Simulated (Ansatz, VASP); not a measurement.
# SbS3 in VASP and in Ansatz

INCAR

```
PREC = Accurate ; ENCUT = 520
EDIFF = 1E-7 ; ISMEAR = 0
SIGMA = 0.1 ; LREAL = F
LASPH = T ; NELM = 100
ALGO = Normal ; ISIF = 2
LWAVE = F ; LCHARG = F
GGA = PE ; NBANDS = 20
```

The input KPOINTS:

```
Automatic mesh
0
Gamma
  4 4 4
```

File POSCAR:

```
SbS3
1.0
   -2.9501677400      2.9501677400      2.9501677400
    2.9501677400     -2.9501677400      2.9501677400
    2.9501677400      2.9501677400     -2.9501677400
Sb S
1 3
Direct
    0.0000000000      0.0000000000      0.0000000000
    0.0000000000      0.5000000000      0.5000000000
    0.5000000000      0.0000000000      0.5000000000
    0.5000000000      0.5000000000      0.0000000000
```

Input for Ansatz:

```yaml
crystal:
  lattice:
    - [-2.95016774, 2.95016774, 2.95016774]
    - [2.95016774, -2.95016774, 2.95016774]
    - [2.95016774, 2.95016774, -2.95016774]
  atoms:
    - { symbol: Sb, position: [0.0, 0.0, 0.0] }
    - { symbol: S, position: [0.0, 0.5, 0.5] }
    - { symbol: S, position: [0.5, 0.0, 0.5] }
    - { symbol: S, position: [0.5, 0.5, 0.0] }
basis:
  ecutwfc: 420
kpoints:
  mp_grid: { grid: [4, 4, 4] }
hamiltonian:
  xc: pbe
scf:
  occupations: { method: gaussian, width: 0.1 }
  lower_state_search: "off"
output:
  forces: true
  stress: true
  eigenvalues: true
```

Change from the starting cell: species swapped into the Sb3Au type (Im-3m, No. 229).

Alike in both runs: task single point; functional PBE; k mesh 4 × 4 × 4; occupations gaussian, width 0.1 eV; no spin polarisation.

|  | VASP | Ansatz |
| --- | --- | --- |
| version | VASP 6.6.1 | Ansatz 0.2.0 |
| potentials or method | VASP PAW PBE potentials, release 64 (Sb, S) | scalar-relativistic, plane waves, PAW |
| plane-wave cutoff (eV) | 520 | 420 |
| valence electrons in the cell | 23 | 33 |

|  | VASP | Ansatz | Ansatz less VASP |
| --- | --- | --- | --- |
| gap on the k mesh at the Fermi level (eV) | none | none | - |
| pressure (GPa) | -8.8 | -8.6 | +0.13 |

A gap of «none» marks a metal or a gap that the smearing closes. The functional is the same, so the differences come from potentials, cutoffs and numerics. The two sets of potentials don't hold the same shells in valence.

Caveats: the k mesh is coarse (spacing up to 0.38 Å⁻¹), so the values aren't converged. Spin-orbit coupling is left out, which matters for the levels of Sb.
